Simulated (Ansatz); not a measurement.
This Ansatz input for NbP (NiAs-type structure) was spoiled on purpose:

```yaml
crystal:
  lattice:
    - [3.316288679002, 0.0, 0.0]
    - [-1.658144339501, 2.871990242298, 0.0]
    - [0.0, 0.0, 6.7163979592]
  atoms:
    - { symbol: Nb, position: [0.0, 0.0, 0.0] }
    - { symbol: Nb, position: [0.0, 0.0, 0.5] }
    - { symbol: P, position: [0.3333333333333, 0.6666666666667, 0.25] }
    - { symbol: P, position: [0.6666666666667, 0.3333333333333, 0.75] }
basis:
  ecutwfc: 420
  ecutrho_ratio: 4
kpoints:
  mp_grid: { grid: [10, 10, 8] }
hamiltonian:
  xc: pbe
scf:
  occupations: { method: gaussian, width: 0.05 }
  max_iter: 2
output:
  forces: true
  stress: true
```

Launched as:
```sh
ansatz run input.yaml --threads 2 --pin off --max-ram 2662MiB --backend cpu --events-out ev --progress --plain --runs-dir out
```

Question: What is wrong with it?

Answer: Too few SCF iterations. Against the sound input: scf.max_iter: 2.

What the program printed:

SCF trace (energy estimate counted from the last row):
| iteration | ΔE (eV) | density residual (eV) |
| --- | --- | --- |
| 1 | -1.2e-03 | 1.07e-2 |
| 2 | 0.000 | 2.54e-3 |

```
Error: did not converge after 2 iterations: dr2 = 2.54e-3 (threshold 1.00e-7), under the density mixer `msr1`, which `scf.mixing.algorithm: auto` chose by the deck's other keys (type `scf.mixing.algorithm: msr1` to keep it); raise `scf.max_iter`, which need not help a stalled SCF, or adjust the mixing (`scf.mixing`) or, under a smearing, its width (`scf.occupations.width`, in either direction: another width is another result); this SCF holds its density and magnetisation to the symmetry operations that it keeps, and cannot end on a state that breaks one of them: if the state sought breaks one, re-run with `crystal.symmetry.detect: false`, without `crystal.symmetry.time_reversal: true`, on a non-collinear deck whose state breaks time reversal, with `crystal.symmetry.time_reversal: false` beside it (there exact exchange or a DFT+U term alone can polarise the run; a magnetic state wants starting …
```

The run ended without convergence. It ran for 1.1 s on 2 threads of Arm Neoverse V2, on a shared host, peak memory 0.34 GiB. The run before the change (PBE, 420 eV, 10×10×8 mesh) gave:

| run | P (GPa) | gap on the mesh (eV) | cell moment (μB) | largest force component (eV/Å) |
| --- | --- | --- | --- | --- |
| sound | 0.0 | metal | – | 0.000 |

This is a trial structure; measured cells of the compound in the Crystallography Open Database are in space group I41/amd.
